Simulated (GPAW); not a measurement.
# Pb (Fm-3m) in GPAW: further runs

One crystal, Pb, is run at these levels: revPBE+D3, WC, TPSS, PBE+D3(BJ); tasks: equation of state, band structure.

Everything below comes from runs of GPAW 26.7.0. Logs are shortened: lines on timing, memory, paths and dates and some standing lists are left out, and cuts for length are marked. The log counts tension as positive stress, the text compression.

### 1 The structure

Symmetry: Fm-3m, No. 225, cubic system. Conventional cell: a = 4.950 Å, b = 4.950 Å, c = 4.950 Å, α = 90.00°, β = 90.00°, γ = 90.00°. Pb (site symmetry m-3m) has 12 Pb at 3.50 Å as nearest neighbours.

### 2 Equation of state, revPBE+D3

Contents of run.py:

```python
from ase.calculators.mixing import SumCalculator
from ase.eos import EquationOfState
from ase.io import Trajectory, read
from ase.units import GPa
from dftd3.ase import DFTD3
from gpaw import GPAW, PW

atoms = read('POSCAR')

traj = Trajectory('eos.traj', 'w')
volumes, energies = [], []
for x in [0.94, 0.96, 0.98, 1.0, 1.02, 1.04, 1.06]:
    a = atoms.copy()
    a.set_cell(atoms.cell * x**(1 / 3), scale_atoms=True)
    calc = GPAW(mode=PW(600),
                xc='revPBE',
                kpts={'size': (9, 9, 9), 'gamma': True},
                occupations={'name': 'fermi-dirac', 'width': 0.05},
                nbands=14,
                convergence={'density': 1e-05, 'energy': 1e-05},
                maxiter=150,
                txt=f'eos-{x:.2f}.txt')
    a.calc = SumCalculator([calc, DFTD3(method='revpbe', damping='d3zero')])
    energies.append(a.get_potential_energy())
    volumes.append(a.get_volume())
    p = -a.get_stress()[:3].mean() / GPa
    calc.write(f'eos-{x:.2f}.gpw')
    traj.write(a)
    print(f'{x:.2f} {volumes[-1]:10.4f} A^3 {energies[-1]:14.6f} eV {p:9.3f} GPa', flush=True)

v0, e0, B = EquationOfState(volumes, energies, eos='birchmurnaghan').fit()
print(f'V0 = {v0:.4f} A^3, E0 = {e0:.6f} eV, B0 = {B / GPa:.2f} GPa')
```

Contents of POSCAR:

```
Pb
1.0
    0.0000000000      2.4750200000      2.4750200000
    2.4750200000      0.0000000000      2.4750200000
    2.4750200000      2.4750200000      0.0000000000
Pb
1
Direct
    0.0000000000      0.0000000000      0.0000000000
```

Potentials or basis: the program's PAW data sets (release 1.2.1) made for this functional, pw.

Started as:

```
OMP_NUM_THREADS=1 python run.py
```

The program printed:

```text
__  _  _
 | _ |_)|_||  |
 |__||  | ||/\| - 26.7.0

Input parameters:
  mode=PW(ecut=600.0),
  convergence={'density': 1e-05, 'energy': 1e-05},
  kpts=MonkhorstPack(size=(9, 9, 9), gamma=True),
  maxiter=150,
  nbands=14,
  occupations=Occupations(name='fermi-dirac', width=0.05),
  xc=XC(name='revPBE')

Diagonalizing LCAO Hamiltonian
Converting LCAO to pw mode

       Pb

Atoms  # Å, Bohr magnetons
|   | symbol |        x |        y |        z |    initial magnetic moments |
|---|--------|----------|----------|----------|-----------------------------|
| 0 |     Pb | 0.000000 | 0.000000 | 0.000000 | ( 0.0000,  0.0000,  0.0000) |

Unit cell  # Å
| periodic |        x |        y |        z |  lengths |    angles |
|----------|----------|----------|----------|----------|-----------|
|      yes | 0.000000 | 2.424495 | 2.424495 | 3.428754 | 60.000000 |
|      yes | 2.424495 | 0.000000 | 2.424495 | 3.428754 | 60.000000 |
|      yes | 2.424495 | 2.424495 | 0.000000 | 3.428754 | 60.000000 |

Number of symmetries: 48
Symmetry operations  # r_c * U_cc + t_c -> r_c
|    | kind |            matrix            |
|----|------|------------------------------|
|  0 |  σ   |  1, 0, 0,  1, 0,-1,  1,-1, 0 |
|  1 |  C2  |  1, 0, 0,  1,-1, 0,  1, 0,-1 |
|  2 |  E   |  1, 0, 0,  0, 1, 0,  0, 0, 1 |
|  3 |  σ   |  1, 0, 0,  0, 0, 1,  0, 1, 0 |
|  4 |  C4  |  1, 0,-1,  1, 0, 0,  1,-1, 0 |
|  5 |  S6  |  1, 0,-1,  1,-1, 0,  1, 0, 0 |
|  6 |  σ   |  1, 0,-1,  0, 1,-1,  0, 0,-1 |
|  7 |  C3  |  1, 0,-1,  0, 0,-1,  0, 1,-1 |
|  8 |  S6  |  1,-1, 0,  1, 0, 0,  1, 0,-1 |
|  9 |  C4  |  1,-1, 0,  1, 0,-1,  1, 0, 0 |
| 10 |  C3  |  1,-1, 0,  0,-1, 1,  0,-1, 0 |
| 11 |  σ   |  1,-1, 0,  0,-1, 0,  0,-1, 1 |
| 12 |  σ   |  0, 1, 0,  1, 0, 0,  0, 0, 1 |
| 13 |  C4  |  0, 1, 0,  0, 1,-1, -1, 1, 0 |
| 14 |  C3  |  0, 1, 0,  0, 0, 1,  1, 0, 0 |
| 15 |  S6  |  0, 1, 0, -1, 1, 0,  0, 1,-1 |
| 16 |  C2  |  0, 1,-1,  1, 0,-1,  0, 0,-1 |
| 17 |  σ   |  0, 1,-1,  0, 1, 0, -1, 1, 0 |
| 18 |  S4  |  0, 1,-1,  0, 0,-1,  1, 0,-1 |
| 19 |  C4  |  0, 1,-1, -1, 1, 0,  0, 1, 0 |
| 20 |  C3  |  0, 0, 1,  1, 0, 0,  0, 1, 0 |
| 21 |  σ   |  0, 0, 1,  0, 1, 0,  1, 0, 0 |
| 22 |  S6  |  0, 0, 1,  0,-1, 1, -1, 0, 1 |
| 23 |  C4  |  0, 0, 1, -1, 0, 1,  0,-1, 1 |
| 24 |  S4  |  0, 0,-1,  1, 0,-1,  0, 1,-1 |
| 25 |  C3  |  0, 0,-1,  0, 1,-1,  1, 0,-1 |
| 26 |  C2  |  0, 0,-1,  0,-1, 0, -1, 0, 0 |
| 27 |  S6  |  0, 0,-1, -1, 0, 0,  0,-1, 0 |
| 28 |  S4  |  0,-1, 1,  1,-1, 0,  0,-1, 0 |
| 29 |  C4  |  0,-1, 1,  0, 0, 1, -1, 0, 1 |
| 30 |  C2  |  0,-1, 1,  0,-1, 0,  1,-1, 0 |
| 31 |  σ   |  0,-1, 1, -1, 0, 1,  0, 0, 1 |
| 32 |  C3  |  0,-1, 0,  1,-1, 0,  0,-1, 1 |
| 33 |  S6  |  0,-1, 0,  0, 0,-1, -1, 0, 0 |
| 34 |  S4  |  0,-1, 0,  0,-1, 1,  1,-1, 0 |
| 35 |  C2  |  0,-1, 0, -1, 0, 0,  0, 0,-1 |
| 36 |  C2  | -1, 1, 0,  0, 1, 0,  0, 1,-1 |
| 37 |  S6  | -1, 1, 0,  0, 1,-1,  0, 1, 0 |
| 38 |  S4  | -1, 1, 0, -1, 0, 1, -1, 0, 0 |
| 39 |  C3  | -1, 1, 0, -1, 0, 0, -1, 0, 1 |
| 40 |  S6  | -1, 0, 1,  0, 0, 1,  0,-1, 1 |
| 41 |  C2  | -1, 0, 1,  0,-1, 1,  0, 0, 1 |
| 42 |  C3  | -1, 0, 1, -1, 1, 0, -1, 0, 0 |
| 43 |  S4  | -1, 0, 1, -1, 0, 0, -1, 1, 0 |
| 44 |  C2  | -1, 0, 0,  0, 0,-1,  0,-1, 0 |
| 45 |  i   | -1, 0, 0,  0,-1, 0,  0, 0,-1 |
| 46 |  σ   | -1, 0, 0, -1, 1, 0, -1, 0, 1 |
| 47 |  C2  | -1, 0, 0, -1, 0, 1, -1, 1, 0 |

BZ-sampling:
  Number of BZ points: 729
  Number of IBZ points: 35

  Monkhorst-Pack size: [9, 9, 9]
  Monkhorst-Pack shift: [0, 0, 0]

K-points  # in reciprocal-cell coordinates
|     |                                coordinates |     weight |
|-----|--------------------------------------------|------------|
|   0 | (  0.00000000,   0.00000000,   0.00000000) | 0.00137174 |
|   1 | (  0.11111111,   0.11111111,   0.00000000) | 0.00823045 |
|   2 | (  0.11111111,   0.11111111,   0.11111111) | 0.01097394 |
|   3 | (  0.22222222,   0.11111111,   0.11111111) | 0.01646091 |
|   4 | (  0.22222222,   0.22222222,   0.00000000) | 0.00823045 |
|   5 | (  0.22222222,   0.22222222,   0.11111111) | 0.03292181 |
|   6 | (  0.22222222,   0.22222222,   0.22222222) | 0.01097394 |
|   7 | (  0.33333333,   0.22222222,   0.11111111) | 0.03292181 |
|   8 | (  0.33333333,   0.22222222,   0.22222222) | 0.03292181 |
|   9 | (  0.33333333,   0.33333333,  -0.33333333) | 0.01646091 |
| ... |                                            |            |
|  34 | (  0.44444444,   0.44444444,   0.44444444) | 0.01097394 |

Plane wave coefficients: 963
Cutoff: 600.0 eV

Spin-components: 1 (collinear spins)
Bands:           14
Projectors:      6
Spin-degeneracy: 2
Datatype:        complex128

Parallelization:
  kpt:    1
  domain: 1
  band:   1

Density:
  Valence electrons: 14.0
  Components: 1
  Grid points: [20 20 20]
  Charge: 0.0  # |e|

Potential:
  Grid points: [20 20 20]

species:
  Pb:
    name:    Lead
    Z:       82.0
    valence: 14
    core:    68
    charge:  0.0  # [|e|]
    compensation charges:
      type: gauss
      rc: 0.38  # [Å]
      lmax: 2
    cutoffs:
      filter: 2.36  # [Å]
      core: 2.43  # [Å]
    projectors
    | kind |    occ | energy [eV] | rcut [Å] |
    |------|--------|-------------|----------|
    |   6s |  2.000 |     -11.901 |    1.259 |
    |   6p |  2.000 |      -3.435 |    1.275 |
    |   5d | 10.000 |     -21.184 |    1.217 |
    |    s |        |      15.310 |    1.259 |
    |    p |        |      23.776 |    1.275 |
    |    d |        |       6.028 |    1.217 |

    Using partial waves for Pb as LCAO basis

Reference energy: -567285.583027  # eV

eigensolver:
  PPCG
  Converge bands: occupied
  niter=2

density mixing:
  MSR1-Mixer
  Pratt-step length: 0.05
  Maximum mixing coefficient: 0.75
  Old densities: 10
  SVD Regularization: 0.005
  Good broyden scale: 1.0
  Trust region scale: 1.0
  Backstep threshold: 4.0
  History deletion threshold: 6.0
  Fourier metric: weight=20.0, sigma=0.015

occupation numbers:
  Fermi-Dirac:
    width: 0.0500  # eV

poisson solver:
  ecut: 4800.0  # eV

xc functional:
  name: revPBE with 2 nearest neighbor stencil

convergence criteria:
- Maximum integral of absolute [dens]ity change: 1e-05 electrons / valence electron
- Maximum [total energy] change in last 3 cyles: 1e-05 eV / valence electron
- Maximum integral of absolute [eigenst]ate change: 4e-08 eV^2 / valence electron
maximum number of iterations: 150

SCF iterations
|iter     | |      energy | eigst |  dens |
|---------|-|-------------|-------|-------|
|iter:   1| |   -3.448420 | -0.20 |       |
|iter:   2| |   -3.448010 | -2.32 | -1.78 |
|iter:   3| |   -3.434782 | -2.52 | -1.81 |
|iter:   4| |   -3.434904 | -3.39 | -2.33 |
|iter:   5| |   -3.435062 | -4.07 | -2.74 |
|iter:   6| |   -3.435064 | -6.18 | -3.82 |
|iter:   7| |   -3.435064c| -6.72 | -4.28 |
|iter:   8| |   -3.435064c| -7.91c| -5.18c|

Converged in 8 steps
Energy contributions relative to reference atoms: (reference = -567285.583027)

Energy contributions:
  Kinetic:          12.468596
  Coulomb:         -11.843353
  Zero:             -0.000054
  External:          0.000000
  Xc:               -4.058456
  Entropy:          -0.003591
  Spinorbit:         0.000000
  ----------------------------
  Free energy:      -3.436859
  Extrapolated:     -3.435064

dipole moment: (-20.472459, -20.472459, -20.472459)  # |e|*Ang

Fermi level: 8.255
Eigenvalues  # (at kpt = [0.000, 0.000, 0.000])
| band index |      eig [eV] | occ [0-2] |
|------------|---------------|-----------|
|          0 |        -8.719 |     2.000 |
|          1 |        -8.719 |     2.000 |
|          2 |        -8.719 |     2.000 |
|          3 |        -8.552 |     2.000 |
|          4 |        -8.552 |     2.000 |
|          5 |        -3.683 |     2.000 |
|          6 |        16.350 |     0.000 |
|          7 |        16.350 |     0.000 |
|          8 |        16.350 |     0.000 |
|          9 |        18.290 |     0.000 |
|         10 |        20.642 |     0.000 |
|         11 |        21.373 |     0.000 |
|         12 |        21.373 |     0.000 |
|         13 |        21.373 |     0.000 |

No gap
No difference between direct/indirect transitions

Stress tensor  # eV/Ang^3
|         x |         y |         z |
|-----------|-----------|-----------|
| -0.043348 | -0.000000 | -0.000000 |
| -0.000000 | -0.043348 |  0.000000 |
| -0.000000 |  0.000000 | -0.043348 |

# Writing to eos-0.94.gpw (mode='')
```

Wall time 40 s (1 thread of INTEL XEON PLATINUM 8581C at 2.10GHz (Emerald Rapids), shared host); peak memory 0.18 GiB.

Results:

* Equilibrium volume: 30.67 Å³/atom
* Bulk modulus: 42 GPa
* Pressure derivative of the bulk modulus: 5.6 (rough: it moves with the points fitted)

Energy against volume, from the lowest point:
| volume (Å³/atom) | energy (meV/atom) |
| --- | --- |
| 28.503 | 23.36 |
| 29.110 | 11.44 |
| 29.716 | 3.89 |
| 30.323 | 0.24 |
| 30.929 | 0.00 |
| 31.535 | 2.81 |
| 32.142 | 8.14 |

The run has no spin-orbit coupling, so splittings on Pb are missing.

### 3 Equation of state, WC

Edit run.py of step 2 so:

```diff
@@ -1,2 +1,3 @@
-from ase.calculators.mixing import SumCalculator
+import spglib
+from ase import Atoms
 from ase.eos import EquationOfState
@@ -4,6 +5,10 @@
 from ase.units import GPa
-from dftd3.ase import DFTD3
-from gpaw import GPAW, PW
+from gpaw import GPAW, PW, setup_paths
 
-atoms = read('POSCAR')
+setup_paths.insert(0, '.')
+
+atoms = read('Pb.cif')
+cell, positions, numbers = spglib.find_primitive(
+    (atoms.cell[:], atoms.get_scaled_positions(), atoms.numbers), symprec=1e-4)
+atoms = Atoms(numbers, cell=cell, scaled_positions=positions, pbc=True)
 
@@ -15,3 +20,3 @@
     calc = GPAW(mode=PW(600),
-                xc='revPBE',
+                xc='WC',
                 kpts={'size': (9, 9, 9), 'gamma': True},
@@ -22,4 +27,4 @@
                 txt=f'eos-{x:.2f}.txt')
-    a.calc = SumCalculator([calc, DFTD3(method='revpbe', damping='d3zero')])
-    energies.append(a.get_potential_energy())
+    a.calc = calc
+    energies.append(a.get_potential_energy(force_consistent=True))
     volumes.append(a.get_volume())
```

Contents of Pb.cif:

```cif
data_Pb
_cell_length_a 4.95004000
_cell_length_b 4.95004000
_cell_length_c 4.95004000
_cell_angle_alpha 90.00000000
_cell_angle_beta 90.00000000
_cell_angle_gamma 90.00000000
_space_group_name_H-M_alt 'Fm-3m'
_space_group_name_Hall '-F 4 2 3'
_space_group_IT_number 225
loop_
_space_group_symop_operation_xyz
'x,y,z'
'-x,-y,-z'
'-y,x,z'
'y,-x,-z'
'-x,-y,z'
'x,y,-z'
'y,-x,z'
'-y,x,-z'
'x,-y,-z'
'-x,y,z'
'-y,-x,-z'
'y,x,z'
'-x,y,-z'
'x,-y,z'
'y,x,-z'
'-y,-x,z'
'z,x,y'
'-z,-x,-y'
'z,-y,x'
'-z,y,-x'
'z,-x,-y'
'-z,x,y'
'z,y,-x'
'-z,-y,x'
'-z,x,-y'
'z,-x,y'
'-z,-y,-x'
'z,y,x'
'-z,-x,y'
'z,x,-y'
'-z,y,x'
'z,-y,-x'
'y,z,x'
'-y,-z,-x'
'x,z,-y'
'-x,-z,y'
'-y,z,-x'
'y,-z,x'
'-x,z,y'
'x,-z,-y'
'-y,-z,x'
'y,z,-x'
'-x,-z,-y'
'x,z,y'
'y,-z,-x'
'-y,z,x'
'x,-z,y'
'-x,z,-y'
'x,y+1/2,z+1/2'
'-x,-y+1/2,-z+1/2'
'-y,x+1/2,z+1/2'
[... 62 lines left out ...]
'-z+1/2,-x,-y+1/2'
'z+1/2,-y,x+1/2'
'-z+1/2,y,-x+1/2'
'z+1/2,-x,-y+1/2'
'-z+1/2,x,y+1/2'
'z+1/2,y,-x+1/2'
'-z+1/2,-y,x+1/2'
'-z+1/2,x,-y+1/2'
'z+1/2,-x,y+1/2'
'-z+1/2,-y,-x+1/2'
'z+1/2,y,x+1/2'
'-z+1/2,-x,y+1/2'
'z+1/2,x,-y+1/2'
'-z+1/2,y,x+1/2'
'z+1/2,-y,-x+1/2'
'y+1/2,z,x+1/2'
'-y+1/2,-z,-x+1/2'
'x+1/2,z,-y+1/2'
'-x+1/2,-z,y+1/2'
'-y+1/2,z,-x+1/2'
'y+1/2,-z,x+1/2'
'-x+1/2,z,y+1/2'
'x+1/2,-z,-y+1/2'
'-y+1/2,-z,x+1/2'
'y+1/2,z,-x+1/2'
'-x+1/2,-z,-y+1/2'
'x+1/2,z,y+1/2'
'y+1/2,-z,-x+1/2'
'-y+1/2,z,x+1/2'
'x+1/2,-z,y+1/2'
'-x+1/2,z,-y+1/2'
'x+1/2,y+1/2,z'
'-x+1/2,-y+1/2,-z'
'-y+1/2,x+1/2,z'
'y+1/2,-x+1/2,-z'
'-x+1/2,-y+1/2,z'
'x+1/2,y+1/2,-z'
'y+1/2,-x+1/2,z'
'-y+1/2,x+1/2,-z'
'x+1/2,-y+1/2,-z'
'-x+1/2,y+1/2,z'
'-y+1/2,-x+1/2,-z'
'y+1/2,x+1/2,z'
'-x+1/2,y+1/2,-z'
'x+1/2,-y+1/2,z'
'y+1/2,x+1/2,-z'
'-y+1/2,-x+1/2,z'
'z+1/2,x+1/2,y'
'-z+1/2,-x+1/2,-y'
'z+1/2,-y+1/2,x'
'-z+1/2,y+1/2,-x'
'z+1/2,-x+1/2,-y'
'-z+1/2,x+1/2,y'
'z+1/2,y+1/2,-x'
'-z+1/2,-y+1/2,x'
'-z+1/2,x+1/2,-y'
'z+1/2,-x+1/2,y'
'-z+1/2,-y+1/2,-x'
'z+1/2,y+1/2,x'
'-z+1/2,-x+1/2,y'
'z+1/2,x+1/2,-y'
'-z+1/2,y+1/2,x'
'z+1/2,-y+1/2,-x'
'y+1/2,z+1/2,x'
'-y+1/2,-z+1/2,-x'
'x+1/2,z+1/2,-y'
'-x+1/2,-z+1/2,y'
'-y+1/2,z+1/2,-x'
'y+1/2,-z+1/2,x'
'-x+1/2,z+1/2,y'
'x+1/2,-z+1/2,-y'
'-y+1/2,-z+1/2,x'
'y+1/2,z+1/2,-x'
'-x+1/2,-z+1/2,-y'
'x+1/2,z+1/2,y'
'y+1/2,-z+1/2,-x'
'-y+1/2,z+1/2,x'
'x+1/2,-z+1/2,y'
'-x+1/2,z+1/2,-y'
loop_
_atom_site_label
_atom_site_type_symbol
_atom_site_symmetry_multiplicity
_atom_site_Wyckoff_symbol
_atom_site_fract_x
_atom_site_fract_y
_atom_site_fract_z
_atom_site_occupancy
Pb1 Pb 4 a 0.0000000000 0.0000000000 0.0000000000 1
```

Potentials or basis: PAW data sets generated in the run's folder for this functional, pw.

Started as:

```
gpaw-setup -f WC Pb
OMP_NUM_THREADS=1 python run.py
```

It took 45 s on 1 thread of INTEL XEON PLATINUM 8581C at 2.10GHz (Emerald Rapids), shared host; peak memory 0.18 GiB.

It converged, with:

```
Equilibrium volume                      : 29.86 Å³/atom
Bulk modulus                            : 50 GPa
Pressure derivative of the bulk modulus : 5.3
```

Energy against volume, from the lowest point:
```
volume (Å³/atom)  energy (meV/atom)
          28.503              10.57
          29.110               3.03
          29.716               0.00
          30.323               0.98
          30.929               5.48
          31.535              13.09
          32.142              23.39
```

The run has no spin-orbit coupling, so splittings on Pb are missing.

### 4 Band structure, TPSS, spin-orbit coupling, no magnetisation

Contents of run.py:

```python
import numpy as np
from ase.dft.bandgap import bandgap
from ase.io import read, write
from ase.units import GPa
from gpaw import GPAW, PW
from gpaw.spinorbit import soc_eigenstates

atoms = read('Pb.xyz')

calc = GPAW(mode=PW(600),
            xc='MGGA_X_TPSS+MGGA_C_TPSS',
            kpts={'size': (9, 9, 9), 'gamma': True},
            occupations={'name': 'fermi-dirac', 'width': 0.05},
            nbands=14,
            convergence={'density': 1e-05, 'energy': 1e-05},
            eigensolver='davidson',
            maxiter=150,
            txt='gpaw.txt')
atoms.calc = calc
energy = atoms.get_potential_energy()
forces = atoms.get_forces()
stress = atoms.get_stress()
calc.write('gs.gpw')
write('result.traj', atoms)
print(f'Energy: {energy:.6f} eV')
print('Forces (eV/A):')
print(forces.round(4))
print('Stress (GPa):', (stress / GPa).round(3))
print('Fermi level:', round(calc.get_fermi_level(), 4), 'eV')
print(f'Gap: {bandgap(calc)[0]:.4f} eV, direct: {bandgap(calc, direct=True)[0]:.4f} eV')

path = atoms.cell.bandpath('GXWKGLUWLK,UX', npoints=60, eps=1e-4)
bs_calc = calc.fixed_density(kpts=path, symmetry='off', nbands=23,
                             convergence={'bands': 'CBM+6.0', 'eigenstates': 1e-6}, txt='bands.txt')
bs = bs_calc.band_structure()
bs.write('bs.json')
print(f'Gap on the path: {bandgap(bs_calc)[0]:.4f} eV')

soc = soc_eigenstates(bs_calc, theta=90, phi=0, ignore_xc_potential=True)
np.savetxt('soc_bands.dat', soc.eigenvalues(), fmt='%.4f')
mesh = soc_eigenstates('gs.gpw', theta=90, phi=0, ignore_xc_potential=True)
np.savetxt('soc_mesh.dat', mesh.eigenvalues(), fmt='%.4f')
print('Fermi level with spin-orbit coupling:', round(mesh.fermi_level, 4), 'eV')
```

Contents of Pb.xyz:

```xyz
1
Lattice="0.0000000000 2.4750200000 2.4750200000 2.4750200000 0.0000000000 2.4750200000 2.4750200000 2.4750200000 0.0000000000" Properties=species:S:1:pos:R:3 pbc="T T T"
Pb     0.0000000000      0.0000000000      0.0000000000
```

Potentials or basis: GPAW PAW data sets (gpaw-data 1.2.1), pw.

Started as:

```
OMP_NUM_THREADS=1 python run.py
```

Wall time 41 s (1 thread of INTEL XEON PLATINUM 8581C at 2.10GHz (Emerald Rapids), shared host); peak memory 0.32 GiB.

Results (log left out):

```yaml
Free_energy: 10.5986 eV
Pressure: 0.5 GPa
Band_gap_along_the_path: none (metal or under the smearing width)
```

Levels at the corners of the path, in eV from the Fermi level:
| point | band 10 | band 11 | band 12 | band 13 | band 14 | band 15 | band 16 | band 17 | band 18 | band 19 |
| --- | --- | --- | --- | --- | --- | --- | --- | --- | --- | --- |
| Γ | -15.93 | -11.67 | -11.67 | 4.65 | 4.65 | 8.82 | 8.82 | 8.82 | 8.82 | 9.88 |
| X | -15.68 | -6.53 | -6.53 | -3.48 | -3.48 | 1.41 | 1.41 | 2.94 | 2.94 | 5.40 |
| W | -15.79 | -6.42 | -6.42 | -2.30 | -2.29 | -0.73 | -0.73 | 0.50 | 0.50 | 10.70 |
| K | -15.76 | -6.62 | -6.62 | -2.70 | -2.70 | -1.01 | -1.00 | 3.15 | 3.16 | 6.54 |
| Γ | -15.93 | -11.67 | -11.67 | 4.65 | 4.65 | 8.82 | 8.82 | 8.82 | 8.82 | 9.88 |
| L | -15.78 | -7.97 | -7.97 | -4.34 | -4.34 | 4.41 | 4.41 | 6.85 | 6.85 | 9.28 |
| U | -15.76 | -6.62 | -6.62 | -2.70 | -2.70 | -1.00 | -1.00 | 3.16 | 3.16 | 6.54 |
| W | -15.79 | -6.42 | -6.42 | -2.30 | -2.29 | -0.73 | -0.73 | 0.50 | 0.50 | 10.70 |
| L | -15.78 | -7.97 | -7.97 | -4.34 | -4.34 | 4.41 | 4.41 | 6.85 | 6.85 | 9.28 |
| K | -15.76 | -6.62 | -6.62 | -2.70 | -2.70 | -1.01 | -1.00 | 3.15 | 3.16 | 6.54 |
| U | -15.76 | -6.62 | -6.62 | -2.70 | -2.70 | -1.00 | -1.00 | 3.16 | 3.16 | 6.54 |
| X | -15.68 | -6.53 | -6.53 | -3.48 | -3.48 | 1.41 | 1.41 | 2.94 | 2.94 | 5.40 |

Caveat: spin-orbit coupling was added after a scalar SCF, so levels and gaps hold it while energy, forces, pressure and moments don't; this program's spin-orbit splittings come out too wide for heavy elements; the PAW data sets were made with another functional, which shifts forces and pressure a little.

(Part 1 of 2 ends here.)
